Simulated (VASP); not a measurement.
# A VASP 6.6.1 single-point calculation on InAs

INCAR

```
NBANDS = 16
ISIF = 2
ENCUT = 520
GGA = PE
EDIFF = 1E-7
IBRION = -1
LWAVE = .FALSE.
ISMEAR = -1
LCHARG = .FALSE.
IMIX = 1
LASPH = .TRUE.
SIGMA = 0.02
PREC = Accurate
AMIX = 0.1
LREAL = .FALSE.
NSW = 0
NELM = 95
```

KPOINTS

```
KPOINTS created by Atomic Simulation Environment
0
Gamma
8 8 8
0 0 0
```

POSCAR

```
In As
 1.0000000000000000
     0.0000000000000000    3.0545905078000000    2.9901386480999999
     3.0545905078000000    0.0000000000000000    2.9901386480999999
     3.0545905078000000    3.0545905078000000    0.0000000000000000
 In  As
   1   1
Cartesian
  0.0000000000000000  0.0000000000000000  0.0000000000000000
  1.5272952538999998  1.5272952538999998  1.4950693240499997
```

The recommended PBE PAW datasets give the neutral cell 18 valence electrons.

Command

```
mpirun -np 1 vasp_std
```

Task: Predict the outcome of this run.

Result: It converged. Results: gap between bands v and c on the k mesh 0.10 eV; least direct gap on the k mesh 0.10 eV; pressure 3.4 GPa. Band v is the last that the valence electrons fill when counted band by band, and c is the next.

OSZICAR

```
N       E                     dE             d eps       ncg     rms          rms(c)
DAV:   1     0.114642195712E+03    0.11464E+03   -0.81883E+03  1904   0.121E+03
DAV:   2    -0.299353594016E+00   -0.11494E+03   -0.11052E+03  2048   0.297E+02
DAV:   3    -0.775842913152E+01   -0.74591E+01   -0.74294E+01  2432   0.747E+01
DAV:   4    -0.794500526415E+01   -0.18658E+00   -0.18652E+00  2352   0.132E+01
DAV:   5    -0.795349740709E+01   -0.84921E-02   -0.84920E-02  2856   0.238E+00    0.447E+00
DAV:   6    -0.786515506586E+01    0.88342E-01   -0.26039E-02  2952   0.256E+00    0.397E+00
DAV:   7    -0.780552212314E+01    0.59633E-01   -0.19472E-02  2864   0.197E+00    0.347E+00
DAV:   8    -0.776555353946E+01    0.39969E-01   -0.13304E-02  3032   0.151E+00    0.303E+00
DAV:   9    -0.773852042562E+01    0.27033E-01   -0.77754E-03  3016   0.118E+00    0.266E+00
DAV:  10    -0.772008321212E+01    0.18437E-01   -0.52041E-03  2936   0.926E-01    0.235E+00
...
DAV:  73    -0.767979839228E+01   -0.26945E-06   -0.15660E-08  1528   0.696E-04    0.383E-03
DAV:  74    -0.767979862683E+01   -0.23455E-06   -0.13487E-08  1384   0.658E-04    0.350E-03
DAV:  75    -0.767979883109E+01   -0.20427E-06   -0.11711E-08  1360   0.599E-04    0.320E-03
DAV:  76    -0.767979900872E+01   -0.17763E-06   -0.10094E-08  1304   0.566E-04    0.292E-03
DAV:  77    -0.767979916323E+01   -0.15450E-06   -0.87453E-09  1088   0.515E-04    0.267E-03
DAV:  78    -0.767979929657E+01   -0.13335E-06   -0.75555E-09  1248   0.488E-04    0.244E-03
DAV:  79    -0.767979941328E+01   -0.11671E-06   -0.65363E-09  1080   0.442E-04    0.223E-03
DAV:  80    -0.767979951382E+01   -0.10054E-06   -0.56423E-09  1088   0.420E-04    0.204E-03
DAV:  81    -0.767979960135E+01   -0.87525E-07   -0.48852E-09  1032   0.380E-04
   1 F= -.76797996E+01 E0= -.76797685E+01  d E =-.622050E-04
```

For comparison, a separate PBE run of the intended cell, on usual settings and not on those above, gives a gap of 0.10 eV on its mesh and a pressure of 3.4 GPa.
